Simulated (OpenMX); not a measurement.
## GaN under changes of volume

One of the cells (11.537 Å³/atom); the others are scaled copies at fixed shape and fractional positions:

```xyz
4
Lattice="3.2011 0.0000 0.0000 -1.6005 2.7722 0.0000 0.0000 0.0000 5.2002" Properties=species:S:1:pos:R:3 pbc="T T T"
Ga    1.6005    0.9241    2.6001
Ga    0.0000    1.8481    0.0000
N     1.6005    0.9241    4.5502
N     0.0000    1.8481    1.9501
```

```yaml
Program: OpenMX 3.8.5
Functional: PBE
Potentials_or_basis: OpenMX 2013 PBE set, Ga7.0-s3p2d2, N6.0-s2p2d1, fixed grid of 36 × 36 × 70 points
k_mesh: 11 × 11 × 5
Occupations: fermi-dirac, width 0.05 eV
Spin: no spin polarisation
```

```csv
volume (Å³/atom),energy over the lowest point (meV/atom),gap on the mesh (eV),largest force (eV/Å)
10.632,82.50,2.85,0.136
10.858,53.39,2.70,0.130
11.084,?,?,?
11.537,5.42,2.25,0.111
11.763,0.43,2.11,0.106
11.989,0.00,1.97,0.101
```

Problem. What does the run at 11.084 Å³/atom give?

Solution. Energy over the lowest point 31.18 meV/atom; gap on the mesh 2.55 eV; largest force 0.123 eV/Å.

Worked out: A Birch-Murnaghan fit of order 3 (a polynomial in V^(-2/3)) to the other rows has its minimum at 11.90 Å³/atom with B0 = V·E''(V) = 160 GPa and B' = 4.6 at fixed shape and positions, which overstates the stiffness. It gives 31.32 meV/atom at 11.084 Å³/atom, against the run's 31.18. A straight line through the other rows of the gap, of slope -7.34 eV per unit of ln V (its deformation potential), gives 2.55 eV, against the run's 2.55.

Energies are extrapolated to zero smearing.

Caveats: the basis has few d functions beyond the semicore shells, which can make volumes several per cent too large; the basis of atomic orbitals isn't converged, which shifts pressures, moduli and gaps.

Spin-orbit coupling on Ga is left out.
